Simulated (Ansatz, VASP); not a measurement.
**Two plane-wave programs on Tc**

```
Tc
1.0
     2.68407    0.00000    0.00000
    -1.34203    2.32447    0.00000
     0.00000    0.00000    4.30822
Tc
2
Direct
  0.66667 0.33333 0.75000
  0.33333 0.66667 0.25000
```

Change from the starting cell: volume scaled by 0.94.

Alike in both runs: task single point; functional PBE; k mesh 11 × 11 × 6; occupations fermi-dirac, width 0.05 eV; no spin polarisation.

```csv
,VASP,Ansatz
version,VASP 6.6.1,Ansatz 0.2.0
potentials or method,"VASP PAW PBE potentials, release 64 (Tc_pv)",Ansatz PAW earlier set
plane-wave cutoff (eV),520,500
valence electrons in the cell,26,30
```

```tsv
	VASP	Ansatz	Ansatz less VASP
gap on the k mesh at the Fermi level (eV)	none	none	-
pressure (GPa)	24.3	25.1	+0.74
largest component of the traceless stress (GPa)	0.07	0.07	+0.009
```

A gap of «none» marks a metal or a gap that the smearing closes. The two sets of potentials don't hold the same shells in valence.
